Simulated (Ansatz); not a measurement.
# ZnO: the cost of one run

Method: DFT PBEsol, scalar-relativistic, plane waves, PAW, in Ansatz 0.2.0.

2 further runs of the same task are left out: 2 set aside as unsound or not needed.

## 1. The structure to begin with

It takes space group P6_3mc (No. 186, hexagonal). Conventional cell: a = 3.230 Å, b = 3.230 Å, c = 5.214 Å, α = 90.00°, β = 90.00°, γ = 120.00°. Around Zn (site symmetry 3m) lie 4 O at 1.97 to 1.98 Å. O (site symmetry 3m) has 4 Zn at 1.97 to 1.98 Å in its first shell of neighbours.

As a file:

```cif
data_structure
_symmetry_space_group_name_H-M 'P 1'
_symmetry_Int_Tables_number 1
_cell_length_a 3.2300
_cell_length_b 3.2300
_cell_length_c 5.2143
_cell_angle_alpha 90.000
_cell_angle_beta 90.000
_cell_angle_gamma 120.000
_cell_volume 47.11
loop_
_atom_site_label
_atom_site_type_symbol
_atom_site_fract_x
_atom_site_fract_y
_atom_site_fract_z
_atom_site_occupancy
Zn1 Zn 0.33333 0.66667 0.00158 1
Zn2 Zn 0.66667 0.33333 0.50158 1
O1 O 0.33333 0.66667 0.38052 1
O2 O 0.66667 0.33333 0.88052 1
```

It is the result of an earlier relaxation at this level (volume 11.78 Å³/atom; gap on the mesh: 0.70 eV).

Bulk energy on matching settings, from an earlier run: -1921.0645 eV/atom.

## 2. Cutting the (102) slab

Planes are indexed in the bulk's conventional cell (P6_3mc (No. 186)), a = 3.230 Å, b = 3.230 Å, c = 5.214 Å, α = 90.00°, β = 90.00°, γ = 120.00°.

Cut from the relaxed bulk: a (102) slab, 10.6 Å thick as cut, with 15 Å of vacuum; its outer planes are Zn (top) and O (bottom).

The slab as cut. Layers, bottom to top:

```csv
plane,atoms per cell,height over the lowest (Å)
1,O,0.00
2,ZnO,0.55
3,Zn,1.10
4,O,1.91
5,ZnO,2.46
6,Zn,3.00
7,O,3.81
8,ZnO,4.36
9,Zn,4.91
10,O,5.72
11,ZnO,6.27
12,Zn,6.82
13,O,7.63
14,ZnO,8.18
15,Zn,8.73
16,O,9.54
17,ZnO,10.08
18,Zn,10.63
```

## 3. Single point on the unrelaxed (102) slab

A dipole layer in the vacuum cancels the field that periodic copies would set up if the slab's two faces differ.

Contents of input.yaml:

```yaml
crystal:
  lattice:
    - [3.2300235076, 0.0, 0.0]
    - [0.0, 7.6477481491, 0.0]
    - [0.0, 0.0, 25.6335935012]
  atoms:
    - { symbol: O, position: [0.5, 0.9123021638, 0.2925848067] }
    - { symbol: Zn, position: [0.0, 0.3560219118, 0.3106004859] }
    - { symbol: O, position: [0.5, 0.5014917636, 0.3173857259] }
    - { symbol: Zn, position: [0.0, 0.9452115117, 0.3354014051] }
    - { symbol: O, position: [0.0, 0.1798709633, 0.3669875643] }
    - { symbol: Zn, position: [0.5, 0.6235907113, 0.3850032436] }
    - { symbol: O, position: [0.0, 0.7690605631, 0.3917884836] }
    - { symbol: Zn, position: [0.5, 0.2127803111, 0.4098041628] }
    - { symbol: O, position: [0.5, 0.4474397627, 0.441390322] }
    - { symbol: Zn, position: [0.0, 0.8911595108, 0.4594060012] }
    - { symbol: O, position: [0.5, 0.0366293625, 0.4661912412] }
    - { symbol: Zn, position: [0.0, 0.4803491106, 0.4842069204] }
    - { symbol: O, position: [0.0, 0.7150085622, 0.5157930796] }
    - { symbol: Zn, position: [0.5, 0.1587283102, 0.5338087588] }
    - { symbol: O, position: [0.0, 0.304198162, 0.5405939988] }
    - { symbol: Zn, position: [0.5, 0.74791791, 0.558609678] }
    - { symbol: O, position: [0.5, 0.9825773616, 0.5901958372] }
    - { symbol: Zn, position: [0.0, 0.4262971097, 0.6082115164] }
    - { symbol: O, position: [0.5, 0.5717669615, 0.6149967564] }
    - { symbol: Zn, position: [0.0, 0.0154867095, 0.6330124357] }
    - { symbol: O, position: [0.0, 0.2501461611, 0.6645985949] }
    - { symbol: Zn, position: [0.5, 0.6938659091, 0.6826142741] }
    - { symbol: O, position: [0.0, 0.8393357609, 0.6893995141] }
    - { symbol: Zn, position: [0.5, 0.283055509, 0.7074151933] }
basis:
  ecutwfc: 420
kpoints:
  mp_grid: { grid: [8, 4, 1] }
hamiltonian:
  xc: pbesol
scf:
  occupations: { method: gaussian, width: 0.05 }
output:
  forces: true
  stress: true
  eigenvalues: true
  write_density: true
  write_potential: true
  elf: true
  volumetric_format: npy
efield:
  axis: 3
  dipole_correction: true
  ramp_width: 0.04
```

Started as:

```sh
> ansatz run input.yaml --threads 4 --pin off --max-ram 10240MiB --backend cpu --events-out ev --progress --plain --runs-dir out
```

Q: Estimate wall time and peak memory on 4 threads of Arm Neoverse V2, shared host.

About 94 s, with a peak of 2.2 GiB.
